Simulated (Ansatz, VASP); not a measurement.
Sb in VASP and in Ansatz

The input INCAR:

```
SYSTEM = Sb
PREC = Accurate
ENCUT = 520
EDIFF = 1E-6
ISMEAR = -1
SIGMA = 0.05
LREAL = .False.
LASPH = .True.
NELM = 100
ALGO = Normal
ISIF = 2
LWAVE = .False.
LCHARG = .False.
GGA = PE
NBANDS = 12
```

File KPOINTS:

```
regular mesh
0
Gamma
  9 9 9
  0 0 0
```

File POSCAR:

```
Sb
1.0
    2.2151183420      1.2788991710      3.7440000000
   -2.2151183420      1.2788991710      3.7440000000
    0.0000000000     -2.5577983419      3.7440000000
Sb
2
Direct
    0.2336400000      0.2336400000      0.2336400000
    0.7663600000      0.7663600000      0.7663600000
```

Input for Ansatz:

```yaml
crystal:
  lattice:
    - [2.215118342, 1.278899171, 3.744]
    - [-2.215118342, 1.278899171, 3.744]
    - [0.0, -2.5577983419, 3.744]
  atoms:
    - { symbol: Sb, position: [0.23364, 0.23364, 0.23364] }
    - { symbol: Sb, position: [0.76636, 0.76636, 0.76636] }
kpoints:
  mp_grid: { grid: [9, 9, 9] }
  band_path:
    path:
      - [0.0, 0.0, 0.0]
      - [0.5, 0.5, 0.5]
      - [0.7555458587, 0.2444541413, 0.5]
      - [0.5, -0.2444541413, 0.2444541413]
      - [0.5, 0.0, 0.0]
      - [0.0, 0.0, 0.0]
      - [0.3722270707, -0.3722270707, 0.0]
      - [0.6277729293, 0.0, 0.3722270707]
      - [0.5, 0.0, 0.5]
    npoints: 5
scf:
  occupations: { method: fermi_dirac, width: 0.05 }
hamiltonian:
  xc: pbe
  pseudopotentials: { kind: all_electron, lapw: { basis_error: 0.0005 } }
output:
  forces: true
  stress: true
  eigenvalues: true
```

Change from the starting cell: equal xx and yy strain of +3 %.

Alike in both runs: task single point; functional PBE; k mesh 9 × 9 × 9; occupations fermi-dirac, width 0.05 eV; no spin polarisation.

```csv
,VASP,Ansatz
version,VASP 6.6.1,Ansatz 0.2.0
potentials or method,"VASP PAW PBE potentials, release 64 (Sb)","all-electron LAPW, scalar-relativistic"
plane-wave cutoff (eV),520,see its input
```

|  | VASP | Ansatz | Ansatz less VASP |
| --- | --- | --- | --- |
| pressure (GPa) | -0.4 | -0.4 | -0.02 |
| largest component of the traceless stress (GPa) | 0.84 | 0.87 | +0.026 |
| rms of the force components (eV/Å) | 0.003 | 0.021 | +0.0178 |

Atom by atom the forces differ by 0.018 eV/Å (rms over components). Ansatz ran all-electron here, so the differences hold the error of VASP's frozen core and of both bases.

Caveats: spin-orbit coupling is left out, which moves the levels of the heavy elements; an odd mesh through Γ misses points on the zone boundary, where band edges often lie.
